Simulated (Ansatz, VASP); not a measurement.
One calculation of Au, two programs

INCAR

```
SYSTEM = Au
PREC = Accurate
ENCUT = 520
EDIFF = 1E-8
ISMEAR = -1
SIGMA = 0.03
LREAL = .FALSE.
LASPH = .TRUE.
NELM = 60
ALGO = Normal
ISIF = 2
LWAVE = .FALSE.
LCHARG = .FALSE.
GGA = PE
LEFG = .TRUE.
NBANDS = 18
```

Contents of KPOINTS:

```
Automatic mesh
0
G
  14 14 8
  0 0 0
```

Contents of POSCAR:

```
Au
1.0
    2.8999984104      0.0000000000      0.0000000000
   -1.4499992052      2.5114722944      0.0000000000
    0.0000000000      0.0000000000      5.0264000000
Au
2
Direct
    0.3333333333      0.6666666667      0.7500000000
    0.6666666667      0.3333333333      0.2500000000
```

Input for Ansatz:

```yaml
crystal:
  lattice:
    - [2.8999984104, 0.0, 0.0]
    - [-1.4499992052, 2.5114722944, 0.0]
    - [0.0, 0.0, 5.0264]
  atoms:
    - { symbol: Au, position: [0.3333333333, 0.6666666667, 0.75] }
    - { symbol: Au, position: [0.6666666667, 0.3333333333, 0.25] }
kpoints:
  mp_grid: { grid: [14, 14, 8] }
scf:
  occupations: { method: fermi_dirac, width: 0.03 }
hamiltonian:
  xc: pbe
  pseudopotentials: { kind: all_electron, datasets: crystal }
output:
  forces: true
  stress: true
  eigenvalues: true
  efg: { contact_densities: true }
```

Change from the starting cell: zz strain of +3 %, crystal datasets.

Alike in both runs: task electric field gradients; functional PBE; k mesh 14 × 14 × 8; occupations fermi-dirac, width 0.03 eV; no spin polarisation.

|  | VASP | Ansatz |
| --- | --- | --- |
| version | VASP 6.6.1 | Ansatz 0.2.0 |
| potentials or method | VASP PAW PBE potentials, release 64 (Au) | all-electron PAW with datasets made for the crystal, scalar-relativistic |
| plane-wave cutoff (eV) | 520 | see its input |

Ansatz gave:

```
pressure (GPa)                                                 : -1.7
largest component of the traceless stress (GPa)                : 1.05
Vzz of the field gradient on the site that differs most (V/Å²) : 13.9
```

Question: Estimate VASP's values.

Answer: Pressure (GPa): -1.9; largest component of the traceless stress (GPa): 1.05; Vzz of the field gradient on the site that differs most (V/Å²): 37.0.

Ansatz ran all-electron here, so the differences hold the error of VASP's frozen core and of both bases. Ansatz warned: «gradients_without_spin_orbit».

Spin-orbit coupling is left out, which matters for the levels of Au.
